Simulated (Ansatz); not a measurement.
## GaSb (model cell, started as NiAs type): the cell at rest: cost of one run

Ansatz 0.2.0; DFT r2SCAN, scalar-relativistic, plane waves, PAW; PAW set soft_1. The cell holds 4 atoms.

The structure was built from a prototype and need not be the compound's stable phase.

input.yaml

```yaml
crystal:
  lattice:
    - [3.9668307466, -2.9086e-06, 0.0]
    - [-1.9834128544, 3.4353776534, 0.0]
    - [0.0, 0.0, 6.9987587034]
  atoms:
    - { symbol: Ga, position: [0.0, 0.0, 0.0] }
    - { symbol: Ga, position: [0.0, 0.0, 0.5] }
    - { symbol: Sb, position: [0.3333333333, 0.6666666667, 0.25] }
    - { symbol: Sb, position: [0.6666666667, 0.3333333333, 0.75] }
kpoints:
  mp_grid: { grid: [12, 12, 6] }
hamiltonian:
  xc: r2scan
  pseudopotentials: { kind: paw, azcp: { folder: soft_1 } }
scf:
  occupations: { method: methfessel_paxton, width: 0.2 }
output:
  forces: true
  stress: true
  eigenvalues: true
relax:
  adjacent_minimum: "off"
  f_tol: 0.001
  max_steps: 60
  cell: { stress_tol: 0.01 }
```

Started as:

```bash
ansatz run input.yaml --threads 4 --pin off --max-ram 10240MiB --backend cpu --events-out ev --progress --plain --runs-dir out
```

The cutoff in use is 500 eV. For reference, a run of the same kind (4 atoms, 21 k-points, 34 bands and 2,443 plane waves; 41 SCF cycles) took 14 s and 0.66 GiB on the same hardware.

**Question.** How long does this run take on 4 threads of Arm Neoverse V2, shared host, and how much memory does it need?

A cutoff of 500 eV is a sphere of radius 11.5 Å⁻¹, so a cell of 95 Å³ holds about V·G³/6π² = 2,421 plane waves. At two electrons a band, the 56 electrons need 28 bands, and 6 more are carried. Symmetry cuts the 12×12×6 mesh from 864 to 76 points. The run has 76 k-points, 34 bands and 2,419 plane waves. Taking the work of a cycle as k-points × spins × bands × plane waves, that is 3.6 times the reference, or 50 s at the reference's 41 cycles. The run needed 28 SCF cycles over 4 ionic steps, which makes it about 34 s. One copy of the wavefunctions takes 0.093 GiB at 16 bytes a coefficient, against 0.026 GiB in the reference; grids, projectors and work arrays come on top. Measured: about 32 s, with a peak of 0.76 GiB. The estimate holds within 25 %.

[Logs are printed without paths, hosts, clocks, repeated set-up lines and the standing remarks that a program may print on its own settings, such as how far it seeks lower states.]

[Hosts, paths, dates, database ids (printed as entryN), source tags and the programs' standing remarks are cut or masked in the printed files.]
